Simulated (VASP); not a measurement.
A run of VASP 6.6.1:

File INCAR:

```
SYSTEM = Cl
  PREC = Accurate
  ENCUT = 400
  EDIFF = 1E-6
  ISMEAR = 0
  SIGMA = 0.01
  LREAL = .FALSE.
  LASPH = .TRUE.
  NELM = 80
  ALGO = Fast
  ISIF = 2
  LWAVE = .FALSE.
  LCHARG = .FALSE.
  ISYM = 0
```

KPOINTS

```
regular mesh
0
G
  1 1 1
  0 0 0
```

Contents of POSCAR:

```
Cl                                      
1.0
   12.2435518912      0.0000000000      0.0000000000
    0.0000000000     12.7435518912      0.0000000000
    0.0000000000      0.0000000000     13.2435518912
  Cl            
     2
Selective dynamics
Direct
     0.5070694910999975    0.4647347348999986    0.5658264453999990   F   F   F
     0.4930923196144288    0.5422085986833837    0.4356922929697721   T   T   T
```

Potentials or basis: VASP PAW LDA potentials, release 64 (Cl).

Run with:

```sh
$ cat potpaw_LDA.64/Cl/POTCAR > POTCAR
$ mpirun -np 4 vasp_gam > vasp.out
```

Hardware: 4 MPI ranks on Intel(R) Xeon(R) Platinum 8488C (Sapphire Rapids) (shared host).

How long does it take, and how much memory?

Wall time 12 s on 4 MPI ranks on Intel(R) Xeon(R) Platinum 8488C (Sapphire Rapids), with other jobs on the host, peak memory 0.35 GiB a rank. Counts: scf iterations 28, k points 1.
